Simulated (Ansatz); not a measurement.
# Ionic part of the dielectric constant of CaF₂ at 30 GPa, mode by mode

Computed with DFT PBE, scalar-relativistic, plane waves, PAW (Ansatz 0.2.0). Plane waves to 420 eV; Γ-centred k mesh 8×8×8; fixed occupations. No spin polarisation. Phonons by linear response, acoustic sum rule imposed.

It takes space group Fm-3m (No. 225, cubic). The conventional cell has a = 5.103 Å, b = 5.103 Å, c = 5.103 Å, α = 90.00°, β = 90.00°, γ = 90.00°. Ca (site symmetry m-3m) is surrounded by 8 F at 2.21 Å. F (site symmetry -43m) has 4 Ca at 2.21 Å as nearest neighbours.

The real crystal has changed phase below this pressure.

The primitive cell has V = 33.22 Å³ and ε∞,yy = 2.429. Each polar mode adds Δε = (4.92064×10⁷/V)·S/ν² along y, with S its oscillator strength in e²/amu, ν in cm⁻¹ and V in Å³.

**Question.** From these modes, find each Δε and ε0,yy.
```tsv
ν (cm⁻¹)	S_yy (e²/amu)
387.7	0.3024
```

**Answer.**
```
ν (cm⁻¹)    Δε
   387.7  2.98
```

The sum is 2.981, so ε0,yy = 5.41; the run's tensor has 5.41.

**Question.** Where do the longitudinal modes lie for a wave vector along y?

**Answer.** At 579 cm⁻¹. The Lyddane–Sachs–Teller product Π(ν_LO/ν_TO)² = 2.23 matches ε0/ε∞ = 2.23.

Cost: 1 run of about 0.23 core-minutes, on Intel Xeon 6975P-C (Granite Rapids) (shared hosts).

The single polar mode at 387.7 cm⁻¹ supplies the whole lattice contribution of 2.98, which exceeds the electronic susceptibility and so dominates the static response. In fluorite this mode moves the Ca sublattice against the F sublattice, creating a large dipole because the bonding is strongly ionic. The other zone-centre optical mode moves the two F sublattices in opposition with Ca at rest, so by symmetry it has no dipole and adds nothing. The electronic part stays small because the filled F 2p shell is tightly bound and separated from the empty states by a wide gap.

The same effective charges, only weakly screened by the electrons, produce the macroscopic field that lifts the longitudinal mode to 579 cm⁻¹. The Lyddane–Sachs–Teller agreement therefore confirms internal consistency, not accuracy against experiment. Since the ionic term varies as the inverse square of the frequency, stiffening of this mode under compression would tend to reduce it, but a single volume cannot separate that effect from changes in oscillator strength and cell volume.
